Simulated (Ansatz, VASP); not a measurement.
Bi: VASP beside Ansatz

INCAR

```
PREC = Accurate ; ENCUT = 520
EDIFF = 1E-7 ; ISMEAR = 0
SIGMA = 0.1 ; LREAL = F
LASPH = T ; NELM = 100
ALGO = Normal ; ISIF = 2
LWAVE = F ; LCHARG = F
GGA = PE ; NBANDS = 22
```

File KPOINTS:

```
Automatic mesh
0
Gamma
  6 6 6
```

File POSCAR:

```
Bi
1.0
    2.2729996784      1.3123169762      3.9540000000
   -2.2729996784      1.3123169762      3.9540000000
    0.0000000000     -2.6246339523      3.9540000000
Bi
2
Direct
    0.2338900000      0.2338900000      0.2338900000
    0.7661100000      0.7661100000      0.7661100000
```

Input for Ansatz:

```yaml
crystal:
  lattice:
    - [2.2729996784, 1.3123169762, 3.954]
    - [-2.2729996784, 1.3123169762, 3.954]
    - [0.0, -2.6246339523, 3.954]
  atoms:
    - { symbol: Bi, position: [0.23389, 0.23389, 0.23389] }
    - { symbol: Bi, position: [0.76611, 0.76611, 0.76611] }
basis:
  ecutwfc: 420
kpoints:
  mp_grid: { grid: [6, 6, 6] }
hamiltonian:
  xc: pbe
scf:
  occupations: { method: gaussian, width: 0.1 }
output:
  forces: true
  stress: true
  eigenvalues: true
```

Alike in both runs: task single point; functional PBE; k mesh 6 × 6 × 6; occupations gaussian, width 0.1 eV; no spin polarisation.

|  | VASP | Ansatz |
| --- | --- | --- |
| version | VASP 6.6.1 | Ansatz 0.2.0 |
| potentials or method | VASP PAW PBE potentials, release 64 (Bi_d) | scalar-relativistic, plane waves, PAW |
| plane-wave cutoff (eV) | 520 | 420 |
| valence electrons in the cell | 30 | 30 |

```csv
,VASP,Ansatz,Ansatz less VASP
gap on the k mesh at the Fermi level (eV),none,none,-
pressure (GPa),1.7,1.7,+0.06
largest component of the traceless stress (GPa),0.10,0.10,0.000
rms of the force components (eV/Å),0.056,0.052,-0.0036
```

Atom by atom the forces differ by 0.004 eV/Å (rms over components). A gap of «none» marks a metal or a gap that the smearing closes.

Caveats: spin-orbit coupling is left out, which moves the levels of the heavy elements.
